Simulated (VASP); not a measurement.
## MoS2: single point with PBE

Crystal: MoS2.

```
Mo S
1.0
     1.58550    0.91539    6.11500
    -1.58550    0.91539    6.11500
     0.00000   -1.83078    6.11500
Mo S
1 2
Direct
  0.00000 0.00000 0.00000
  0.25000 0.25000 0.25000
  0.75000 0.75000 0.75000
```

Measurements of this composition are mostly on another form, of space group No. 194.

```yaml
Program: VASP 6.6.1
Task: single point
Functional: PBE
Potentials_or_basis: VASP PAW PBE potentials, release 64 (Mo_sv_GW, S_GW)
Cutoff: 450 eV
k_mesh: 5 × 5 × 5
Occupations: gaussian, width 0.02 eV
Spin: no spin polarisation
Further_INCAR_settings: ALGO = Fast; EDIFF = 1e-06; NBANDS = 20
```

* Pressure: 7.5 GPa
* Largest force: 0.930 eV/Å
* Band gap on the k mesh: none (metal or under the smearing width)

Forces in eV/Å, atoms in the order of the input:
```
Mo   0.000  0.000  0.000
S    0.000  0.000 -0.930
S    0.000  0.000  0.930
```

Stress tensor (GPa, compression positive):
```
6.55 0.00 0.00
0.00 6.55 0.00
0.00 0.00 9.31
```

Levels at points of the mesh, in eV from the Fermi level:
```csv
k point,band 9,band 10,band 11,band 12,band 13,band 14,band 15,band 16,band 17,band 18
"(0.00, 0.00, 0.00)",-3.89,-1.48,-0.91,-0.70,-0.70,0.04,0.04,3.69,3.69,6.38
```

Wall time 110 s on 1 thread of Intel(R) Xeon(R) Platinum 8488C (Sapphire Rapids) (shared host), peak memory 0.33 GiB.

Caveat: the k mesh is coarse (spacing up to 0.46 Å⁻¹), so the values aren't converged; the cell's inner coordinates are idealised or old, which leaves forces on the atoms.
